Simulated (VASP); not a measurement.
# MnSi (P2_13) in VASP: notebook

The runs below take MnSi through single point, relaxation of cell and atoms, with PBE.

Program: VASP 6.6.1. These are calculated values, not measurements. Logs are shortened: lines on timing, memory, paths and dates and some standing lists are left out, and cuts for length are marked.

## (1) The structure

It takes space group P2_13 (No. 198, cubic). The conventional cell has a = 4.548 Å, b = 4.548 Å, c = 4.548 Å, α = 90.00°, β = 90.00°, γ = 90.00°. Mn (site symmetry 3) has 7 Si at 2.30 to 2.53 Å as nearest neighbours. Around Si (site symmetry 3) lie 7 Mn at 2.30 to 2.53 Å.

## (2) Single point, PBE

Contents of INCAR:

```
SYSTEM = MnSi
PREC     = Accurate       ! precision mode
ENCUT    = 600            ! plane-wave cutoff, eV
EDIFF    = 1E-6           ! SCF threshold, eV
ISMEAR   = 1              ! smearing method
SIGMA    = 0.1            ! smearing width, eV
LREAL    = .FALSE.        ! projectors in reciprocal space
LASPH    = .TRUE.         ! aspherical terms in the spheres
NELM     = 80             ! most SCF steps
ALGO     = Fast           ! electronic algorithm
ISIF     = 2              ! what is computed and relaxed
LWAVE    = .FALSE.        ! write WAVECAR
LCHARG   = .FALSE.        ! write CHGCAR
GGA      = PE             ! functional
KPAR     = 4
```

Contents of KPOINTS:

```
Automatic mesh
0
G
  8 8 8
  0 0 0
```

Contents of POSCAR:

```
MnSi
1.0
    4.5480000000      0.0000000000      0.0000000000
    0.0000000000      4.5480000000      0.0000000000
    0.0000000000      0.0000000000      4.5480000000
Mn Si
4 4
Direct
    0.1380000000      0.1380000000      0.1380000000
    0.3620000000      0.8620000000      0.6380000000
    0.6380000000      0.3620000000      0.8620000000
    0.8620000000      0.6380000000      0.3620000000
    0.8460000000      0.8460000000      0.8460000000
    0.6540000000      0.1540000000      0.3460000000
    0.3460000000      0.6540000000      0.1540000000
    0.1540000000      0.3460000000      0.6540000000
```

Potentials or basis: VASP PAW PBE potentials, release 64 (Mn_pv, Si).

The run is started by

```bash
> cat potpaw_PBE.64/Mn_pv/POTCAR potpaw_PBE.64/Si/POTCAR > POTCAR
> mpirun -np 4 vasp_std > vasp.out
```

OUTCAR:

```text
SYSTEM = MnSi
   PREC = Accurate
   ENCUT = 600
   EDIFF = 1E-6
   ISMEAR = 1
   LREAL = .FALSE.
   LASPH = .TRUE.
   NELM = 80
   ISIF = 2
   GGA = PE

 ion  position               nearest neighbor table
   1  0.138  0.138  0.138-   5 2.30   6 2.40   7 2.40   8 2.40   7 2.53   8 2.53   6 2.53   3 2.79
                             4 2.79   2 2.79   2 2.79   4 2.79   3 2.79
   2  0.362  0.862  0.638-   6 2.30   5 2.40   7 2.40   8 2.40   7 2.53   8 2.53   5 2.53   1 2.79
                             1 2.79   3 2.79   3 2.79   4 2.79   4 2.79
   3  0.638  0.362  0.862-   7 2.30   6 2.40   5 2.40   8 2.40   8 2.53   6 2.53   5 2.53   1 2.79
                             4 2.79   2 2.79   2 2.79   4 2.79   1 2.79
   4  0.862  0.638  0.362-   8 2.30   6 2.40   7 2.40   5 2.40   6 2.53   5 2.53   7 2.53   1 2.79
                             3 2.79   2 2.79   1 2.79   2 2.79   3 2.79
   5  0.846  0.846  0.846-   1 2.30   2 2.40   3 2.40   4 2.40   3 2.53   4 2.53   2 2.53   6 2.81
                             7 2.81   8 2.81   6 2.81   8 2.81   7 2.81
   6  0.654  0.154  0.346-   2 2.30   1 2.40   3 2.40   4 2.40   3 2.53   4 2.53   1 2.53   8 2.81
                             5 2.81   5 2.81   7 2.81   7 2.81   8 2.81
   7  0.346  0.654  0.154-   3 2.30   2 2.40   1 2.40   4 2.40   4 2.53   2 2.53   1 2.53   8 2.81
                             5 2.81   8 2.81   6 2.81   6 2.81   5 2.81
   8  0.154  0.346  0.654-   4 2.30   2 2.40   3 2.40   1 2.40   2 2.53   1 2.53   3 2.53   7 2.81
                             5 2.81   7 2.81   5 2.81   6 2.81   6 2.81

  LATTYP: Found a simple cubic cell.
 ALAT       =     4.5480000000

  Lattice vectors:

 A1 = (   4.5480000000,   0.0000000000,   0.0000000000)
 A2 = (   0.0000000000,   4.5480000000,   0.0000000000)
 A3 = (   0.0000000000,   0.0000000000,   4.5480000000)

Analysis of symmetry for initial positions (statically):
=====================================================================
 Subroutine PRICEL returns:
 Original cell was already a primitive cell.

 Routine SETGRP: Setting up the symmetry group for a
 simple cubic supercell.

 Subroutine GETGRP returns: Found 12 space group operations
 (whereof  3 operations were pure point group operations)
 out of a pool of 48 trial point group operations.

The static configuration has the point symmetry C_3 .
 The point group associated with its full space group is T   .

Analysis of symmetry for dynamics (positions and initial velocities):
=====================================================================
 Subroutine PRICEL returns:
 Original cell was already a primitive cell.

 Routine SETGRP: Setting up the symmetry group for a
 simple cubic supercell.

 Subroutine GETGRP returns: Found 12 space group operations
 (whereof  3 operations were pure point group operations)
 out of a pool of 48 trial point group operations.

The dynamic configuration has the point symmetry C_3 .
 The point group associated with its full space group is T   .

 Subroutine INISYM returns: Found 12 space group operations
 (whereof  3 operations are pure point group operations),
 and found     1 'primitive' translations

----------------------------------------------------------------------------------------

                                     Primitive cell

  volume of cell :      94.0722

  direct lattice vectors                    reciprocal lattice vectors
     4.548000000  0.000000000  0.000000000     0.219876869  0.000000000  0.000000000
     0.000000000  4.548000000  0.000000000     0.000000000  0.219876869  0.000000000
     0.000000000  0.000000000  4.548000000     0.000000000  0.000000000  0.219876869

  length of vectors
     4.548000000  4.548000000  4.548000000     0.219876869  0.219876869  0.219876869

  position of ions in fractional coordinates (direct lattice)
     0.138000000  0.138000000  0.138000000
     0.362000000  0.862000000  0.638000000
     0.638000000  0.362000000  0.862000000
     0.862000000  0.638000000  0.362000000
     0.846000000  0.846000000  0.846000000
     0.654000000  0.154000000  0.346000000
     0.346000000  0.654000000  0.154000000
     0.154000000  0.346000000  0.654000000

  ion indices of the primitive-cell ions
   primitive index   ion index
                 1           1
                 2           2
                 3           3
                 4           4
                 5           5
                 6           6
                 7           7
                 8           8

----------------------------------------------------------------------------------------

 KPOINTS: Automatic mesh

Automatic generation of k-mesh.
 Grid dimensions read from file:
 generate k-points for:    8    8    8

 Generating k-lattice:

  Cartesian coordinates                     Fractional coordinates (reciprocal lattice)
     0.027484609  0.000000000  0.000000000     0.125000000  0.000000000  0.000000000
     0.000000000  0.027484609  0.000000000     0.000000000  0.125000000  0.000000000
     0.000000000  0.000000000  0.027484609     0.000000000  0.000000000  0.125000000

  Length of vectors
     0.027484609  0.027484609  0.027484609

  Shift w.r.t. Gamma in fractional coordinates (k-lattice)
     0.000000000  0.000000000  0.000000000

 Subroutine IBZKPT returns following result:
 ===========================================

 Found     45 irreducible k-points:

 Following reciprocal coordinates:
            Coordinates               Weight
  0.000000  0.000000  0.000000      1.000000
  0.125000  0.000000  0.000000      6.000000
  0.250000  0.000000  0.000000      6.000000
  0.375000  0.000000  0.000000      6.000000
  0.500000  0.000000  0.000000      3.000000
  0.125000  0.125000  0.000000     12.000000
[... 16 lines left out ...]
  0.250000  0.125000  0.125000     24.000000
  0.375000  0.125000  0.125000     24.000000
 [... further k-points ...]
   k-points           NKPTS =     45   k-points in BZ     NKDIM =     45   number of bands    NBANDS=     40
   number of dos      NEDOS =    301   number of ions     NIONS =      8
   total plane-waves  NPLWV =  46656
   dimension x,y,z NGX =    36 NGY =   36 NGZ =   36
   dimension x,y,z NGXF=    72 NGYF=   72 NGZF=   72
   ions per type =               4   4
   NGX,Y,Z   is equivalent  to a cutoff of  13.16, 13.16, 13.16 a.u.
   NGXF,Y,Z  is equivalent  to a cutoff of  26.32, 26.32, 26.32 a.u.
 SYSTEM =  MnSi
   PREC   = accura    normal or accurate (medium, high low for compatibility)
   ISTART =      0    job   : 0-new  1-cont  2-samecut
   ICHARG =      2    charge: 1-file 2-atom 10-const
   ISPIN  =      1    spin polarized calculation?
   LNONCOLLINEAR =      F non collinear calculations
   LSORBIT =      F    spin-orbit coupling
   LASPH  =      T    aspherical Exc in radial PAW
   ENCUT  =  600.0 eV  44.10 Ry    6.64 a.u.   9.08  9.08  9.08*2*pi/ulx,y,z
   NELM   =     80;   NELMIN=  2; NELMDL= -5     # of ELM steps
   EDIFF  = 0.1E-05   stopping-criterion for ELM
   LREAL  =      F    real-space projection
   EDIFFG = 0.1E-04   stopping-criterion for IOM
   NSW    =      0    number of steps for IOM
   IBRION =     -1    ionic relax: 0-MD 1-quasi-New 2-CG
   NFREE  =      0    steps in history (QN), initial steepest desc. (CG)
   ISIF   =      2    stress and relaxation
   ISYM   =      2    0-nonsym 1-usesym 2-fastsym
   POTIM  = 0.5000    time-step for ionic-motion
   TEBEG  =    0.0;   TEEND  =   0.0 temperature during run
   PSTRESS=    0.0 pullay stress
   NELECT =      68.0000    total number of electrons
   NUPDOWN=      -1.0000    fix difference up-down
   EMIN   =  10.00;   EMAX   =-10.00  energy-range for DOS
   EFERMI =   0.00;   METHOD = LEGACY
   ISMEAR =     1;   SIGMA  =   0.10  broadening in eV -4-tet -1-fermi 0-gaus
   EFERMI_NEDOS =   21; number of points for ismear=-14 and -15
   IALGO  =     68    algorithm
   IMIX   =      4    mixing-type and parameters
     AMIX     =   0.40;   BMIX     =  1.00
     AMIX_MAG =   1.60;   BMIX_MAG =  1.00
  volume/ion in A,a.u.               =      11.76        79.35
  Fermi-wavevector in a.u.,A,eV,Ry     =   1.469233  2.776448 29.370157  2.158646
  Thomas-Fermi vector in A             =   2.584635
   LORBIT       =      0    0 simple, 1 ext, 2 COOP (PROOUT), +10 PAW based schemes
   GGA     = PE    functional components
   LHFCALC =     F    Hartree Fock is set to
   AEXX    =    0.0000 exact exchange contribution
   IVDW    =     0    specifies the selected vdW correction
   LEPSILON=     F    determine dielectric tensor
   LRPA    =     F    only Hartree local field effects (RPA)
 non-spin polarized calculation
 RMM-DIIS sequential band-by-band and
 Methfessel and Paxton  Order N= 1 SIGMA  =   0.10
  energy-cutoff  :      600.00
  volume of cell :       94.07
 maximum number of plane-waves:      3178
   NGX = 19   NGY = 19   NGZ = 19

 number of electron      68.0000085 magnetization

 Free energy of the ion-electron system (eV)
  ---------------------------------------------------
  ext. energy  EPLUGINS =         0.00000000
  ---------------------------------------------------
  free energy    TOTEN  =       -61.12302302 eV

  energy without entropy =      -61.12146442  energy(sigma->0) =      -61.12250349

 E-fermi :  10.7769     XC(G=0): -12.7267

 val. band max:       10.7748612470   @ k =   0.2500   0.0000   0.0000
 cond. band min:      10.7851047436   @ k =  -0.1250   0.3750   0.0000
 fundamental gap:      0.0102434966
 Fermi energy:        10.7768930067

 k-point     1 :       0.0000    0.0000    0.0000
  band No.  band energies     occupation
      1     -36.9949      2.00000
      2     -36.9949      2.00000
      3     -36.9949      2.00000
      4     -36.9512      2.00000
      5     -36.9512      2.00000
      6     -36.9512      2.00000
[... 32 lines left out ...]
     39      11.9807     -0.00000
     40      13.9655      0.00000

 k-point     2 :       0.1250    0.0000    0.0000
  band No.  band energies     occupation
      1     -37.0056      2.00000
      2     -36.9976      2.00000
      3     -36.9821      2.00000
      4     -36.9606      2.00000
      5     -36.9540      2.00000
      6     -36.9383      2.00000
[... 935 lines left out ...]
     39      12.5118     -0.00000
     40      13.3059      0.00000

 k-point    24 :       0.3750    0.1250    0.1250
  band No.  band energies     occupation
      1     -37.0164      2.00000
      2     -37.0084      2.00000
      3     -36.9714      2.00000
      4     -36.9615      2.00000
      5     -36.9555      2.00000
      6     -36.9337      2.00000
[... 32 lines left out ...]
     39      12.7279     -0.00000
     40      13.2865      0.00000

 [... further k-points ...]
[... 5 lines left out ...]
  --------------------------------------------------------------------------------------
  -------------------------------------------------------------------------------------
  Total       -4.2811910     -4.2811910     -4.2811910      0.0000000     -0.0000000      0.0000000
  in kB      -72.9144857    -72.9144857    -72.9144857      0.0000000     -0.0000000      0.0000000
  external PRESSURE =     -72.9144857 kB  Pullay stress =       0.0000000 kB

 VOLUME and BASIS-vectors are now :
 -----------------------------------------------------------------------------
  energy-cutoff  :      600.00
  volume of cell :       94.07
      direct lattice vectors                 reciprocal lattice vectors
     4.548000000  0.000000000  0.000000000     0.219876869  0.000000000  0.000000000
     0.000000000  4.548000000  0.000000000     0.000000000  0.219876869  0.000000000
     0.000000000  0.000000000  4.548000000     0.000000000  0.000000000  0.219876869

 POSITION                                       TOTAL-FORCE (eV/Angst)
 -----------------------------------------------------------------------------------
      0.62762      0.62762      0.62762        -0.113580     -0.113580     -0.113580
      1.64638      3.92038      2.90162         0.113580      0.113580     -0.113580
      2.90162      1.64638      3.92038        -0.113580      0.113580      0.113580
      3.92038      2.90162      1.64638         0.113580     -0.113580      0.113580
      3.84761      3.84761      3.84761        -0.033968     -0.033968     -0.033968
      2.97439      0.70039      1.57361         0.033968      0.033968     -0.033968
      1.57361      2.97439      0.70039        -0.033968      0.033968      0.033968
      0.70039      1.57361      2.97439         0.033968     -0.033968      0.033968
 -----------------------------------------------------------------------------------
    total drift:                               -0.000001     -0.000000      0.000000

  FREE ENERGIE OF THE ION-ELECTRON SYSTEM (eV)
  ---------------------------------------------------
  free  energy   TOTEN  =       -61.1230230245 eV

  energy  without entropy=      -61.1214644199  energy(sigma->0) =      -61.12250349
```

Wall time 39 s (4 MPI ranks of AMD EPYC 9R45 (Zen 5), shared host); peak memory 0.28 GiB.

What came out:

* Free energy: -61.1230 eV
* Pressure: -7.3 GPa
* Largest force: 0.197 eV/Å
* Band gap on the k mesh: none (metal or under the smearing width)

Forces in eV/Å, atoms in the order of the input:
```
Mn  -0.114 -0.114 -0.114
Mn   0.114  0.114 -0.114
Mn  -0.114  0.114  0.114
Mn   0.114 -0.114  0.114
Si  -0.034 -0.034 -0.034
Si   0.034  0.034 -0.034
Si  -0.034  0.034  0.034
Si   0.034 -0.034  0.034
```

Spin polarisation is off, so any magnetic state and its effect on volume and gap are missing.

(Part 1 of 2 ends here.)
